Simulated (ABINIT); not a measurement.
Here is an ABINIT 10.8.3 (patched build) calculation.

Contents of run.abi:

```
# Datasets: ground state, then fixed potential
ndtset 2

# Pseudopotentials
pp_dirpath "./"
pseudos "P.upf, B.upf"

# Structure
acell 3*1.0 Angstrom
rprim
     0.0000000000     2.2690000000     2.2690000000
     2.2690000000     0.0000000000     2.2690000000
     2.2690000000     2.2690000000     0.0000000000
ntypat 2
znucl 15 5
natom 2
typat 1 2
xred
     0.7500000000     0.7500000000     0.7500000000
     0.0000000000     0.0000000000     0.0000000000

# Plane-wave basis
ecut 38.0

# Exchange and correlation
ixc -144130

# Bands and occupations
occopt 3
tsmear 0.05 eV

# SCF cycle
nstep 100

# Output
iomode 3
prtwf 0
prteig 0
prtebands 0
enunit 1
prtden1 1

# Dataset 1
kptopt1 1
ngkpt1 10 10 10
nshiftk1 1
shiftk1 0.0 0.0 0.0
nband1 8
tolvrs1 1.0e-10

# Dataset 2: bands along G-X-W-K-G-L-U-W-L-K
iscf2 -2
getden2 1
nband2 12
nbdbuf2 2
tolwfr2 1.0e-12
kptopt2 -9
ndivsm2 5
prteig2 1
kptbounds2
     0.0000000000     0.0000000000     0.0000000000
     0.5000000000     0.0000000000     0.5000000000
     0.5000000000     0.2500000000     0.7500000000
     0.3750000000     0.3750000000     0.7500000000
     0.0000000000     0.0000000000     0.0000000000
     0.5000000000     0.5000000000     0.5000000000
     0.6250000000     0.2500000000     0.6250000000
     0.5000000000     0.2500000000     0.7500000000
     0.5000000000     0.5000000000     0.5000000000
     0.3750000000     0.3750000000     0.7500000000
```

Potentials or basis: PseudoDojo NC SR PBE v0.4.1 standard.

Command:

```console
$ abinit run.abi > log 2>&1
```

Problem. Predict the pressure.

Solution. 5.2 GPa.

Problem. Estimate the band gap on the k mesh.

Solution. 1.44 eV, indirect (least direct gap 3.49 eV).

Levels at the corners of the path, in eV from the valence-band top:
```
point  band 2  band 3  band 4  band 5  band 6  band 7
    Γ    0.00    0.00    0.00    3.49    3.49    3.49
    X   -8.51   -4.06   -4.06    1.55    1.89   12.10
    W   -8.01   -5.55   -5.36    5.50    6.94    7.34
    K   -8.10   -6.09   -3.46    2.36    6.15    9.77
    Γ    0.00    0.00    0.00    3.49    3.49    3.49
    L   -8.91   -1.74   -1.74    3.90    4.84    4.84
    U   -8.10   -6.09   -3.46    2.36    6.15    9.77
    W   -8.01   -5.55   -5.36    5.50    6.94    7.34
    L   -8.91   -1.74   -1.74    3.90    4.84    4.84
    K   -8.10   -6.09   -3.46    2.36    6.15    9.77
```

Caveat: the potentials were made for another functional, which shifts forces and pressure.
